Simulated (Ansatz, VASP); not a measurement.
# Two plane-wave programs on Os

```
CELL_PARAMETERS angstrom
0.00000 2.04225 2.04225
2.04225 0.00000 2.04225
2.04225 2.04225 0.00000
ATOMIC_POSITIONS crystal
Os 0.00000 0.00000 0.00000
```

Change from the starting cell: strain +0.050 along x and y, +0.050 along z, atoms carried along.

Alike in both runs: task single point; functional PBEsol; k mesh 20 × 20 × 20; occupations gaussian, width 0.15 eV; no spin polarisation.

```csv
,VASP,Ansatz
version,VASP 6.6.1,Ansatz 0.2.0
potentials or method,"VASP PAW PBE potentials, release 64 (Os)","scalar-relativistic, plane waves, PAW"
plane-wave cutoff (eV),520,420
valence electrons in the cell,8,16
```

|  | VASP | Ansatz | Ansatz less VASP |
| --- | --- | --- | --- |
| gap on the k mesh at the Fermi level (eV) | none | none | - |
| pressure (GPa) | -52.7 | -52.2 | +0.45 |

A gap of «none» marks a metal or a gap that the smearing closes. The two sets of potentials don't hold the same shells in valence.

Caveats: the cell as given lies far from equilibrium; so large a pressure means that the cell lies far from this level's equilibrium, or that cutoff or potentials fall short (VASP); the potentials were made for another functional, which shifts forces and pressure (VASP). Spin-orbit coupling is left out, which matters for the levels of Os.
